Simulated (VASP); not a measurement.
A run of VASP 6.6.1 is set up as follows.

INCAR

```
SYSTEM = AlCo
  PREC = Accurate
  ENCUT = 600
  EDIFF = 1E-7
  ISMEAR = 1
  SIGMA = 0.1
  LREAL = .FALSE.
  LASPH = .TRUE.
  NELM = 80
  ALGO = Normal
  ISIF = 2
  LWAVE = .FALSE.
  LCHARG = .FALSE.
  METAGGA = R2SCAN
  LMIXTAU = .TRUE.
  IBRION = 2
  NSW = 40
  EDIFFG = -0.01
```

File KPOINTS:

```
Automatic mesh
0
G
  14 14 14
  0 0 0
```

The input POSCAR:

```
AlCo                                    
1.0
    2.8024177995     -0.0000000000     -0.0000000000
   -0.0000000000      2.8024177995     -0.0000000000
    0.0000000000     -0.0000000000      2.8024177995
  Al              Co            
     1     1
Direct
     0.0000000000000000    0.0000000000000000    0.0000000000000000
     0.5000000000000000    0.5000000000000000    0.5000000000000000
```

Potentials or basis: VASP PAW PBE potentials, release 64 (Al, Co).

Run with:

```console
$ cat potpaw_PBE.64/Al/POTCAR potpaw_PBE.64/Co/POTCAR > POTCAR
$ mpirun -np 1 vasp_std > vasp.out
```

**Question.** Estimate the band gap on the k mesh.

**Answer.** None (metal or under the smearing width).

Final structure:
```
CELL_PARAMETERS angstrom
2.80242 0.00000 0.00000
0.00000 2.80242 0.00000
0.00000 0.00000 2.80242
ATOMIC_POSITIONS crystal
Al 0.00000 0.00000 0.00000
Co 0.50000 0.50000 0.50000
```

Caveat: the relaxation stopped at its first step, so nothing moved. Spin polarisation is off, so any magnetic state and its effect on volume and gap are missing.
